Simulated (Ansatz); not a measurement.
Input and command of a calculation in Ansatz (plane waves; scalar-relativistic PAW potentials unless the input names others):

```yaml
crystal:
  lattice:
    - [2.8401536752, 0.0, 0.0]
    - [-1.4200768376, 2.4596452334, 0.0]
    - [0.0, 0.0, 4.7543579465]
  atoms:
    - { symbol: Al, position: [0.6666666667, 0.3333333333, 0.75] }
    - { symbol: Al, position: [0.3333333333, 0.6666666667, 0.25] }
basis:
  ecutwfc: 420
kpoints:
  mp_grid: { grid: [12, 12, 8] }
hamiltonian:
  xc: pbe
scf:
  occupations: { method: gaussian, width: 0.1 }
  mixing: { preconditioner: ldos, algorithm: anderson, beta: 0.05, ndim: 16 }
output:
  forces: true
  eigenvalues: true
  stress: true
```

```bash
ansatz run input.yaml --threads 2 --pin off --max-ram 5120MiB --backend cpu --events-out ev --progress --plain --runs-dir out
```

Abridged log:
```
Pseudopotentials: kind: paw
Pseudopotential: Al, paw, valence charge 3, recommended cutoff 420 eV (normal)
Functional definition: PBE
Crystal: 2 atoms, lattice volume = 33.213 Å³
Basis set: ecut = 420 eV, 651 PW (Γ), exchange–correlation on 40×40×64 points (8 copies of the dense FFT grid, shifted against one another)
Bands: 7, of which v1, the nominal top of the filled ones, is band 3 counted from 1 (2 counted from 0)
Symmetry: 24 space group operations
Space group: P63/mmc (ITA 194), of the structure as read, at distance tolerance 3.2e-5 Å
k-points: 95 of 1152
Initial density: superposition of atomic densities (neutral atoms: chi_scale 0, normalization atom), corrected by the library's trained network
Initial wavefunctions: pseudopotential atomic-orbital guess
Functional: x = pbe(κ = 0.804, μ = 0.21951497), c = pbe(β = 0.06672455)
SCF iter   1: F=—  HF=-1074.940110 eV  |F-HF|=—  |Δ(HF+E_count)|=         —  Δρ=1.92e-3  dr2=1.47e-3  ethr=1.77e-3  ⟨swp⟩=5.3  Hψ=5506  notcnv=0
SCF iter   2: F=—  HF=-1074.940130 eV  |F-HF|=—  |Δ(HF+E_count)|=   1.94e-5  Δρ=1.82e-3  dr2=1.33e-3  ethr=2.46e-5  ⟨swp⟩=1.1  Hψ=1434  notcnv=0  κ⁻¹=1.0e0(r=1)
SCF iter   3: F=—  HF=-1074.939795 eV  |F-HF|=—  |Δ(HF+E_count)|=   3.35e-4  Δρ=3.81e-4  dr2=2.91e-5  ethr=2.21e-5  ⟨swp⟩=1.1  Hψ=657  notcnv=0  κ⁻¹=1.8e-5(r=2)
SCF iter   4: F=—  HF=-1074.939799 eV  |F-HF|=—  |Δ(HF+E_count)|=   4.10e-6  Δρ=3.59e-4  dr2=1.57e-5  ethr=4.85e-7  ⟨swp⟩=1.4  Hψ=739  notcnv=0  κ⁻¹=4.9e-6(r=3)
SCF iter   5: F=—  HF=-1074.939821 eV  |F-HF|=—  |Δ(HF+E_count)|=   2.24e-5  Δρ=5.01e-5  dr2=4.22e-7  ethr=2.61e-7  ⟨swp⟩=2.2  Hψ=943  notcnv=0  κ⁻¹=1.6e-6(r=4)
SCF iter   6: F=—  HF=-1074.939821 eV  |F-HF|=—  |Δ(HF+E_count)|=   2.15e-7  Δρ=2.81e-5  dr2=1.44e-7  ethr=1.67e-9  ⟨swp⟩=4.3  Hψ=3033  notcnv=0  κ⁻¹=6.8e-8(r=5)
SCF iter   7: F=-1074.939822 eV  HF=-1074.939822 eV  |F-HF|=1.04e-10  |Δ(HF+E_count)|=   8.92e-8  Δρ=3.61e-6  dr2=3.77e-9  ethr=1.67e-9  ⟨swp⟩=4.1  Hψ=2475  notcnv=0
SCF 1 converged in 7 iterations: F = -1074.939822 eV  dr2 = 3.77e-9
SCF converged after 7 iterations
Stability not checked: this state was not tested for a lower state beside it, because the mixer in use, unlike msr1, does not test its closes by its own steps (another_mixer; see scf.mixing.algorithm and scf.lower_state_search)
Free energy (F): -1074.939822 eV
Harris-Foulkes:  -1074.939822 eV  (|F-HF|=1.04e-10)
Internal energy: -1074.935541 eV  (E = F + TS)
E sigma→0 (E₀):  -1074.937681 eV
Entropy (-TS):   -0.004280 eV (-2.140 meV/atom)
Fermi energy:    7.863781 eV
--- Forces (eV/Å), atoms counted from 1 ---
  atom   1  Al     0.00000000     0.00000000     0.00000000
  atom   2  Al     0.00000000     0.00000000     0.00000000
--- Stress (GPa, compression-positive) ---
        0.007969       0.000000       0.000000
        0.000000       0.007969       0.000000
        0.000000       0.000000       0.006914
  P = ⅓ Tr σ = 0.0076 GPa (0.076 kbar)
```

Apart from outputs, empty bands and the relaxation, which only the reference makes, the input differs from a reference run on usual settings in scf.mixing.preconditioner: not typed → "ldos"; scf.mixing.algorithm: not typed → "anderson"; scf.mixing.beta: not typed → 0.05; scf.mixing.ndim: not typed → 16. The reference, at the same geometry, ended its own course with pressure 0.01 GPa, largest force 0.000 eV/Å, no gap on the mesh. This run converged in 7 SCF iterations with an energy at zero smearing within 0.01 meV/atom of the reference's, pressure 0.01 GPa, largest force 0.000 eV/Å, no gap on the mesh.

The run took 0.8 s on 2 threads of Intel(R) Xeon(R) Platinum 8375C CPU @ 2.90GHz (Ice Lake), on a shared host, peak memory 0.38 GiB.